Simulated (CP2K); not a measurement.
## Nb under changes of volume

One of the cells (18.922 Å³/atom); the others are scaled copies at fixed shape and fractional positions:

```xyz
1
Lattice="2.9911 0.0000 0.0000 1.4955 2.5903 0.0000 1.4955 0.8634 2.4422" Properties=species:S:1:pos:R:3 pbc="T T T"
Nb    0.0000    0.0000    0.0000
```

This isn't the form of Nb at room conditions, which is bcc.

```yaml
Program: CP2K 2026.2
Functional: r2SCAN
Potentials_or_basis: POTENTIAL_UZH Nb GTH-SCAN-q13; TZVP-MOLOPT-SCAN-GTH basis
Density_cutoff: 9184 eV
k_mesh: 11 × 11 × 11
Occupations: fermi-dirac, width 0.0259 eV
Spin: no spin polarisation
```

```csv
volume (Å³/atom),energy over the lowest point (meV/atom),pressure (GPa)
17.786,23.17,9.0
18.165,?,?
18.543,0.00,1.0
18.922,1.79,-2.4
19.300,11.16,-5.4
19.679,27.29,-8.1
20.057,49.46,-10.5
```

Q: What does the run at 18.165 Å³/atom give?

A: Energy over the lowest point 6.79 meV/atom; pressure 4.8 GPa.

Worked out: A Birch-Murnaghan fit of order 3 (a polynomial in V^(-2/3)) to the other rows has its minimum at 18.65 Å³/atom with B0 = V·E''(V) = 172 GPa and B' = 4.7. It gives 6.77 meV/atom at 18.165 Å³/atom, against the run's 6.79, and -dE/dV = 4.8 GPa, against 4.8.

Energies are extrapolated to zero smearing.

Caveats: the basis of atomic orbitals isn't converged, which shifts pressures, moduli and gaps.
